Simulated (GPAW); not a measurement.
Crystal: C.

```
CELL_PARAMETERS angstrom
2.52210 0.00000 0.00000
-1.26105 2.18420 0.00000
0.00000 0.00000 8.23710
ATOMIC_POSITIONS crystal
C 0.66667 0.33333 0.84375
C 0.33333 0.66667 0.34375
C 0.66667 0.33333 0.65625
C 0.33333 0.66667 0.15625
C 0.00000 0.00000 0.90625
C 0.00000 0.00000 0.40625
C 0.00000 0.00000 0.59375
C 0.00000 0.00000 0.09375
```

This is a hexagonal form of diamond, not graphite.

Base run:

```yaml
Program: GPAW 26.7.0
Functional: LDA
Potentials_or_basis: the program's PAW data sets (release 1.2.1) made for this functional
Cutoff: 800 eV
Basis: pw
k_mesh: 7 × 7 × 2
Occupations: fermi-dirac, width 0.05 eV
Spin: no spin polarisation
```

Its results: band gap on the k mesh 4.38 eV, indirect (least direct gap 5.14 eV); pressure -12.9 GPa; largest force 0.330 eV/Å.

Q: The run is repeated on the same cell with these changes: functional from LDA to revPBE. What comes out?

A: Band gap on the k mesh 4.41 eV, indirect (least direct gap 5.19 eV); pressure 6.6 GPa; largest force 0.326 eV/Å.

revPBE binds less tightly than LDA, so the same cell stands under more pressure.

Not every run made on this cell is shown here.
